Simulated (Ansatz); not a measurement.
**Cu in Ansatz: the effect of target pressure**

Crystal: Cu.

```
Cu
1.0
     0.00000    1.80750    1.80750
     1.80750    0.00000    1.80750
     1.80750    1.80750    0.00000
Cu
1
Direct
  0.00000 0.00000 0.00000
```

Alike in all runs:

* Program: Ansatz 0.2.0
* Task: relaxation of cell and atoms
* Functional: r2SCAN
* Potentials or basis: Ansatz PAW
* Cutoff: 500 eV (not typed: the program's choice for these potentials)
* k mesh: 13 × 13 × 13
* Occupations: fermi-dirac, width 0.05 eV
* Spin: no spin polarisation

Each run relaxes the cell or the atoms first.

| target pressure | relaxed volume (Å³/atom) |
| --- | --- |
| 0 GPa | 11.43 |
| 2 GPa | ? |
| 5 GPa | 11.11 |
| 10 GPa | 10.84 |
| 20 GPa | 10.39 |
| 30 GPa | 10.02 |

Problem. What does the run with target pressure 2 GPa give?

Solution. Relaxed volume 11.30 Å³/atom.

Worked out: In Murnaghan's law V^(-B') rises as a straight line in P. The other rows fit best with B' = 4.5, V0 = 11.43 Å³/atom and B0 = 167 GPa, which gives 11.30 Å³/atom at 2 GPa, against the run's 11.30.

Caveats: the plane-wave basis is chosen anew once the cell has moved, so the energies of steps on either side of that aren't comparable; the PAW data sets come from PBE, with cores solved anew for the run's functional, which leaves a small shift of forces and pressure; the volume moved by over 15 % at a fixed basis, so the end points are rough (some runs).

Runs at the PBE level aren't shown here.
